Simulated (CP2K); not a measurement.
GaAs:

```xyz
2
Lattice="3.9978 0.0000 0.0000 1.9989 3.4622 0.0000 1.9989 1.1541 3.2642" Properties=species:S:1:pos:R:3 pbc="T T T"
As    5.9967    3.4622    2.4481
Ga    0.0000    0.0000    0.0000
```

Base run:

- Program: CP2K 2026.2
- Functional: PBE
- Potentials or basis: POTENTIAL_UZH As GTH-PBE-q5, Ga GTH-PBE-q13; TZVP-MOLOPT-PBE-GTH basis
- Density cutoff: 6123 eV
- k mesh: 8 × 8 × 8
- Occupations: fermi-dirac, width 0.05 eV
- Spin: no spin polarisation

Its results: band gap on the k mesh 0.48 eV, direct; pressure 4.0 GPa.

Question: The run is repeated on the same cell with these changes: functional from PBE to PBEsol; occupations from fermi-dirac, width 0.05 eV to fermi-dirac, width 0.0259 eV. What comes out?

Answer: Band gap on the k mesh 0.38 eV, direct; pressure 1.7 GPa.

Caveats: the basis of atomic orbitals isn't converged, which shifts pressures, moduli and gaps; the real-space grid breaks the cell's symmetry a little (some runs); the potentials were made for another functional, which shifts forces and pressure (some runs).

Not every run made on this cell is shown here.
